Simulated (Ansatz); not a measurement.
Born–Oppenheimer molecular dynamics of a periodic cell of 24 atoms, Li₂O (host Li2O, host structure Fm-3m). It starts from a structure without forces on its atoms.

Theory: Ansatz, DFT LDA, scalar-relativistic, plane waves, PAW. Settings: accuracy low, cutoff 420 eV, k mesh 2x2x2, fermi-dirac smearing 0.05 eV, no spin polarisation.

```
ensemble        : NVT, Nosé–Hoover chain
time step       : 1 fs
steps asked     : 270
set temperature : 1200 K
thermostat      : time constant 100 fs, chain length 3
seed            : 475431
```

First frame:

```xyz
24
Lattice="0.0000 4.6662 4.6662 4.6662 0.0000 4.6662 4.6662 4.6662 0.0000" Properties=species:S:1:pos:R:3
Li 1.167 1.167 1.167
Li 3.500 3.500 3.500
O 0.000 0.000 0.000
Li 3.500 3.500 1.167
Li 5.833 5.833 3.500
O 2.333 2.333 0.000
Li 3.500 1.167 3.500
Li 5.833 3.500 5.833
O 2.333 0.000 2.333
Li 5.833 3.500 3.500
Li 8.166 5.833 5.833
O 4.666 2.333 2.333
Li 1.167 3.500 3.500
Li 3.500 5.833 5.833
O 0.000 2.333 2.333
Li 3.500 5.833 3.500
Li 5.833 8.166 5.833
O 2.333 4.666 2.333
Li 3.500 3.500 5.833
Li 5.833 5.833 8.166
O 2.333 2.333 4.666
Li 5.833 5.833 5.833
Li 8.166 8.166 8.166
O 4.666 4.666 4.666
```

Question: What does the run give?

Answer: The run went to its last step.

```json
{
 "steps done": "270",
 "time covered": "270 fs",
 "mean temperature over the second half": "911 K",
 "spread of the potential energy over the second half": "14.0 meV per atom",
 "mean potential energy of the second half above the start": "111.9 meV per atom"
}
```

The conserved energy stayed within 0.26 meV per atom of its start (net change 0.19 meV per atom), so the integration is sound. The mean temperature of the second half is 24 % below the set value. A run of 0.27 ps of so small a system gives no equilibrium averages. Limits of this set-up: coarse k mesh, low accuracy level.

Question: What happens to the structure?

Answer: Mean squared displacements from the first frame to the last, about the centre of mass: Li 0.09 Å², O 0.04 Å². This is one draw of velocities; another would differ in detail.

Question: How do temperature and energy run in time?

Answer: 
```csv
time (fs),T (K),potential energy less start (eV),conserved less start (meV/atom)
0.0,1200,0.000,0.00
9.0,729,1.405,0.08
18.0,212,2.950,0.20
27.0,509,2.083,0.06
36.0,623,1.798,0.09
45.0,633,1.839,0.12
54.0,743,1.604,0.07
63.0,676,1.910,0.12
72.0,675,2.018,0.11
81.0,671,2.139,0.11
90.0,624,2.380,0.13
99.0,635,2.438,0.14
108.0,753,2.181,0.11
117.0,788,2.172,0.12
126.0,825,2.147,0.15
135.0,957,1.845,0.08
144.0,749,2.545,0.15
153.0,741,2.637,0.14
162.0,864,2.353,0.12
171.0,772,2.713,0.15
180.0,732,2.914,0.16
189.0,844,2.673,0.16
198.0,1037,2.213,0.10
207.0,941,2.622,0.18
216.0,978,2.621,0.12
225.0,895,2.987,0.19
234.0,1005,2.766,0.18
243.0,1176,2.394,0.11
252.0,902,3.328,0.23
261.0,992,3.165,0.18
270.0,1131,2.875,0.19
```

The run took 14 min on 1 thread of Arm Neoverse V1, on a shared host, peak memory 0.49 GiB.
